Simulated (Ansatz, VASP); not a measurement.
One calculation of Rh, two programs

```
CELL_PARAMETERS angstrom
-1.60585 1.60585 1.60585
1.60585 -1.60585 1.60585
1.60585 1.60585 -1.60585
ATOMIC_POSITIONS crystal
Rh 0.00000 0.00000 0.00000
```

Alike in both runs: task single point; functional RPBE; k mesh 16 × 16 × 16; occupations fermi-dirac, width 0.1 eV; no spin polarisation.

```csv
,VASP,Ansatz
version,VASP 6.6.1,Ansatz 0.2.0
potentials or method,"VASP PAW PBE potentials, release 64 (Rh_pv)","plane waves (420 eV) with PAW, scalar-relativistic"
plane-wave cutoff (eV),520,420
valence electrons in the cell,15,17
```

Ansatz gave:

| Item | Value |
| --- | --- |
| pressure (GPa) | -17.9 |

Task: Which values does VASP return?

Result: Pressure (GPa): -17.8.

The two sets of potentials don't hold the same shells in valence.

Caveats: so large a pressure means that the cell lies far from this level's equilibrium, or that cutoff or potentials fall short (VASP); the potentials were made for another functional, which shifts forces and pressure (VASP).
